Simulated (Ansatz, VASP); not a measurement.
Y in VASP and in Ansatz

```
CELL_PARAMETERS angstrom
0.00000 2.55199 2.55199
2.55199 0.00000 2.55199
2.55199 2.55199 0.00000
ATOMIC_POSITIONS crystal
Y 0.00000 0.00000 0.00000
```

Alike in both runs: task relaxation of cell and atoms; functional RPBE; k mesh 9 × 9 × 9; occupations fermi-dirac, width 0.05 eV; no spin polarisation.

|  | VASP | Ansatz |
| --- | --- | --- |
| version | VASP 6.6.1 | Ansatz 0.2.0 |
| potentials or method | VASP PAW PBE potentials, release 64 (Y_sv), cutoff 600 eV | all-electron LAPW, scalar-relativistic |

Ansatz gave:

* relaxed volume (Å³/atom): 33.85
* relaxed cell length with the largest relative difference (Å): 3.631
* energy change over the relaxation (meV/atom): -1

Task: Estimate VASP's values.

Result: Relaxed volume (Å³/atom): 33.82; relaxed cell length with the largest relative difference (Å): 3.630; energy change over the relaxation (meV/atom): -1.

Ansatz ran all-electron here, so the differences hold the error of VASP's frozen core and of both bases.

Caveats: the PAW data sets were made with another functional, which shifts forces and pressure a little (VASP).
